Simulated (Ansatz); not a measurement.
Trial structure of TaAs, not yet relaxed:

```cif
data_structure
_symmetry_space_group_name_H-M 'P 1'
_symmetry_Int_Tables_number 1
_cell_length_a 3.8815
_cell_length_b 3.8815
_cell_length_c 5.8504
_cell_angle_alpha 90.000
_cell_angle_beta 90.000
_cell_angle_gamma 120.000
_cell_volume 76.33
loop_
_atom_site_label
_atom_site_type_symbol
_atom_site_fract_x
_atom_site_fract_y
_atom_site_fract_z
_atom_site_occupancy
Ta1 Ta 0.33333 0.66667 0.75000 1
Ta2 Ta 0.66667 0.33333 0.25000 1
As1 As 0.00000 0.00000 0.25000 1
As2 As 0.00000 0.00000 0.75000 1
```

Level of theory: DFT PBE, scalar-relativistic, plane waves, PAW (Ansatz). Cutoff 420 eV; k points 6×6×4 on the computed 4-atom cell (Γ-centred); Gaussian smearing, width 0.10 eV; no spin polarisation.

The zero of energy is the elements' standard structures at the same level; no fitted shifts are applied.

Problem. What does a single point on this coarse mesh give?

Solution. The pressure is 43.9 GPa (the mean over three directions, positive in compression), the largest force is 0.00 eV/Å (symmetry fixes the atoms), and the energy is +1.64 eV/atom against the elements. The shortest distance is 2.24 Å.

Problem. Is it a good guess?

Solution. A rough one: relaxing gains about 0.86 eV/atom (the start's value is from the coarse mesh, so the gain is rough) in 10 ionic steps and ends at +0.77 eV/atom on the finer mesh. The symmetry stays P6_3/mmc (No. 194). The volume per atom grows by 13.0 %, from 19.1 to 21.6 Å³. The shortest distance goes from 2.24 Å (Ta–As) to 2.50 Å (Ta–As). The ratio c/a of the conventional cell changes by a factor of 0.82. Conventional cell: a = 4.323 Å, c = 5.327 Å. Ta is surrounded by 3 As at 2.50 Å; around As lie 3 Ta at 2.50 Å and 2 As at 2.66 Å.

The last run used a 12×12×10 mesh (in the run's order of axes) for its 4-atom cell and Gaussian smearing of 0.10 eV. These runs have no spin–orbit coupling, which can matter for Ta. The cell is a metal run without spin; a magnetic state may lie lower. The reference form of As is held partly by dispersion forces, which this level lacks. The relaxation can't lower the symmetry of the start, and the grade says only how near the guess is to its own end. A structure relaxed within its symmetry needn't be a true minimum. Another cell of TaAs relaxed alike, in Pm-3m, lies 1.04 eV/atom lower, so this cell isn't the stable form at this level.
